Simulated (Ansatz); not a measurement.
# CdTe: the gap against volume

CdTe, F-43m, a = 6.617 Å. Ansatz: PBE, PAW, 420 eV, Γ-centred 10×10×10 mesh on 2 atoms, Gaussian smearing 0.02 eV; no spin polarisation. Symmetry fixes shape and atoms, so the cell is only scaled; x = ln(V/V0) with V0 = 36.222 Å³/atom. The gap is read at the mesh points alone.

| x | gap y (eV) |
| --- | --- |
| -0.0619 | 0.771 |
| -0.0305 | 0.677 |
| 0.0000 | 0.587 |
| 0.0296 | 0.501 |
| 0.0583 | ? |

Q: Fit a straight line to the other rows, give the volume deformation potential of the gap and its pressure coefficient, and predict the missing gap. B0 = 35.1 GPa.

A: Means x = -0.01570, y = 0.63400; Σ(Δx)² = 0.004652, ΣΔxΔy = -0.01373; the slope is their ratio. y = 0.5877 − 2.951 x. The slope is the deformation potential a = dE_g/d ln V = -2.95 eV, and dE_g/dP = −a/B0 = 84.1 meV/GPa. At x = 0.0583 the fit asked for gives 0.416 eV. The run gave 0.420 eV, so the fit is 0.004 eV too low, a small miss on the scale of the series. The form still works here, 31 % of the fitted range beyond its end.

Spin-orbit coupling is left out, which matters for the bands of heavy elements. Semilocal functionals give gaps under the measured ones; changes of the gap mostly carry over better.